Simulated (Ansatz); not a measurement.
## TiO2 under strain: Field gradients at the nuclei

The cell is an entry of the Crystallography Open Database (COD), relaxed with PBE at fixed cell and then changed (z compressed by 3 %, ions relaxed).

```yaml
crystal:
  lattice:
    - [4.59400, 0.00000, 0.00000]
    - [0.00000, 4.59400, 0.00000]
    - [0.00000, 0.00000, 2.87023]
  atoms:
    - { symbol: Ti, position: [0.00000, 0.00000, 0.00000] }
    - { symbol: Ti, position: [0.50000, 0.50000, 0.50000] }
    - { symbol: O, position: [0.30281, 0.30281, 0.00000] }
    - { symbol: O, position: [0.19719, 0.80281, 0.50000] }
    - { symbol: O, position: [0.69719, 0.69719, 0.00000] }
    - { symbol: O, position: [0.80281, 0.19719, 0.50000] }
```

Sites (sets of like atoms) are named by element and the number of their first atom in this list.

Level of theory: DFT, PBE, plane waves and PAW, scalar-relativistic, 420 eV cutoff, Γ-centred 7×7×10 k-points, Fermi–Dirac smearing 0.02 eV (Ansatz 0.2.0).

V_zz is the principal component of the electric field gradient with the largest magnitude, η = (V_xx − V_yy)/V_zz and C_Q = eQV_zz/h.

⁴⁷Ti: I = 5/2, Q = 302.0 mb; 17O: I = 5/2, Q = -25.58 mb. Nuclear quadrupole moments: year-2017 set (Pyykkö).

(1) Give the quadrupolar parameters of the distinct sites.

Results:

(1) 

| site | atoms (order as listed) | first shell | V_zz (10²¹ V/m²) | η | C_Q (MHz) |
| --- | --- | --- | --- | --- | --- |
| Ti | 1, 2 | 6 O at 1.92–1.97 Å | 2.44 | 0.64 | 17.8 |
| O | 3, 4, 5, 6 | 3 Ti at 1.92–1.97 Å | 2.56 | 0.68 | -1.58 |

At this changed cell the PBE pressure is 14 GPa.

The relaxation (4 steps) took 14 s of wall time (13 s of CPU time) and 0.45 GiB at its peak, on 1 thread of Intel Xeon 6975P-C (Granite Rapids) (x86_64; 16 cores open to the job, memory cap 3.0 GiB, no GPU), a shared host with a load of 1.6 a core.
